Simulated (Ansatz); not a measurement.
Wanted: the native input for an Ansatz 0.2.0 run.

| Item | Value |
| --- | --- |
| Task | single point |
| Functional | PBE |
| Potentials or basis | all-electron LAPW, scalar-relativistic |
| Cutoff | 253 eV (chosen from the basis error) |
| Basis error allowed | 0.001 eV/atom |
| k mesh | 11 × 11 × 1 |
| Occupations | fermi-dirac, width 0.05 eV |
| Spin | no spin polarisation |

The system is W, a slab with vacuum.

```
CELL_PARAMETERS angstrom
2.87085 0.00000 0.00000
-1.43543 2.48623 0.00000
0.00000 0.00000 24.37617
ATOMIC_POSITIONS crystal
W 0.66667 0.33333 0.30768
W 0.33333 0.66667 0.40384
W 0.00000 0.00000 0.50000
W 0.66667 0.33333 0.59616
W 0.33333 0.66667 0.69232
```

The slab is cut from a database's or a generator's crystal, which needn't be the stable form of the element.

The cell isn't the ideal one: the (1 1 1) slab of W, cut from the database cell, not relaxed.

These files were run (other wordings do the same):

input.yaml

```yaml
crystal:
  lattice:
    - [2.8708535316, 0.0, 0.0]
    - [-1.4354267658, 2.4862320889, 0.0]
    - [0.0, 0.0, 24.3761683716]
  atoms:
    - { symbol: W, position: [0.6666666667, 0.3333333333, 0.3076775597] }
    - { symbol: W, position: [0.3333333333, 0.6666666667, 0.4038387799] }
    - { symbol: W, position: [0.0, 0.0, 0.5] }
    - { symbol: W, position: [0.6666666667, 0.3333333333, 0.5961612201] }
    - { symbol: W, position: [0.3333333333, 0.6666666667, 0.6923224403] }
kpoints:
  mp_grid: { grid: [11, 11, 1] }
scf:
  occupations: { method: fermi_dirac, width: 0.05 }
hamiltonian:
  xc: pbe
  pseudopotentials: { kind: all_electron, lapw: { basis_error: 0.001 } }
output:
  forces: true
  stress: true
  eigenvalues: true
  populations: true
```

Potentials or basis: all-electron LAPW, scalar-relativistic.

Launch:

```sh
$ ansatz run input.yaml --threads 8 --pin off --max-ram 28672MiB --backend cpu --events-out ev --progress --plain --runs-dir out
```

Results of the run:

```yaml
Largest_force: 0.199 eV/Å
Band_gap_on_the_k_mesh: none (metal or under the smearing width)
Work_function: 4.98 eV
```

Wall time 31 s on 8 threads of Intel(R) Xeon(R) Processor @ 2.50GHz (Skylake/Cascade Lake), with other jobs on the host, peak memory 1.2 GiB.
